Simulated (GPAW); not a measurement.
Set up this calculation in GPAW 26.7.0, as an ASE script.

| Quantity | Value |
| --- | --- |
| Task | band structure |
| Functional | PBE |
| Potentials or basis | GPAW PAW data sets (gpaw-data 1.2.1) |
| Cutoff | 800 eV |
| Basis | pw |
| k mesh | 8 × 8 × 8 |
| Occupations | fermi-dirac, width 0.05 eV |
| Spin | spin-orbit coupling, no magnetisation |
| Maxiter | 150 |
| Band path | GXWKGLUWLK,UX |
| Band points | 80 |
| spin axis theta (degrees) | 90 |
| spin axis phi (degrees) | 45 |
| Soc after scf | second variation |

The structure of BAs lies in BAs.xyz:

```xyz
2
Lattice="0.0000000000 2.3885000000 2.3885000000 2.3885000000 0.0000000000 2.3885000000 2.3885000000 2.3885000000 0.0000000000" Properties=species:S:1:pos:R:3 pbc="T T T"
As     3.5827500000      3.5827500000      3.5827500000
B      0.0000000000      0.0000000000      0.0000000000
```

One way to write it, as run:

run.py

```python
import numpy as np
from ase.dft.bandgap import bandgap
from ase.io import read, write
from ase.units import GPa
from gpaw import GPAW, PW
from gpaw.spinorbit import soc_eigenstates

atoms = read('BAs.xyz')

calc = GPAW(mode=PW(800),
            xc='PBE',
            kpts={'size': (8, 8, 8), 'gamma': True},
            occupations={'name': 'fermi-dirac', 'width': 0.05},
            nbands=11,
            convergence={'density': 1e-05, 'energy': 1e-05},
            maxiter=150,
            txt='gpaw.txt')
atoms.calc = calc
energy = atoms.get_potential_energy()
forces = atoms.get_forces()
stress = atoms.get_stress()
calc.write('gs.gpw')
write('result.traj', atoms)
print(f'Energy: {energy:.6f} eV')
print('Forces (eV/A):')
print(forces.round(4))
print('Stress (GPa):', (stress / GPa).round(3))
print('Fermi level:', round(calc.get_fermi_level(), 4), 'eV')
print(f'Gap: {bandgap(calc)[0]:.4f} eV, direct: {bandgap(calc, direct=True)[0]:.4f} eV')

path = atoms.cell.bandpath('GXWKGLUWLK,UX', npoints=80, eps=1e-4)
bs_calc = calc.fixed_density(kpts=path, symmetry='off', nbands=19,
                             convergence={'bands': 'CBM+6.0', 'eigenstates': 1e-6}, txt='bands.txt')
bs = bs_calc.band_structure()
bs.write('bs.json')
print(f'Gap on the path: {bandgap(bs_calc)[0]:.4f} eV')

soc = soc_eigenstates(bs_calc, theta=90, phi=45)
np.savetxt('soc_bands.dat', soc.eigenvalues(), fmt='%.4f')
mesh = soc_eigenstates('gs.gpw', theta=90, phi=45)
np.savetxt('soc_mesh.dat', mesh.eigenvalues(), fmt='%.4f')
print('Fermi level with spin-orbit coupling:', round(mesh.fermi_level, 4), 'eV')
```

Potentials or basis: GPAW PAW data sets (gpaw-data 1.2.1), pw.

Run with:

```console
$ OMP_NUM_THREADS=1 python run.py
```

Results of the run:

```yaml
Pressure: 3.3 GPa
Band_gap_on_the_k_mesh: 1.13 eV, indirect (least direct gap 3.08 eV)
Band_gap_along_the_path: 1.12 eV, indirect (least direct gap 3.08 eV)
```

Caveat: spin-orbit coupling was added after a scalar SCF, so levels and gaps hold it while energy, forces, pressure and moments don't; this program's spin-orbit splittings come out too wide for heavy elements.

Wall time 18 s on 1 thread of Intel(R) Xeon(R) Platinum 8559C (Emerald Rapids), on a shared host, peak memory 0.25 GiB.
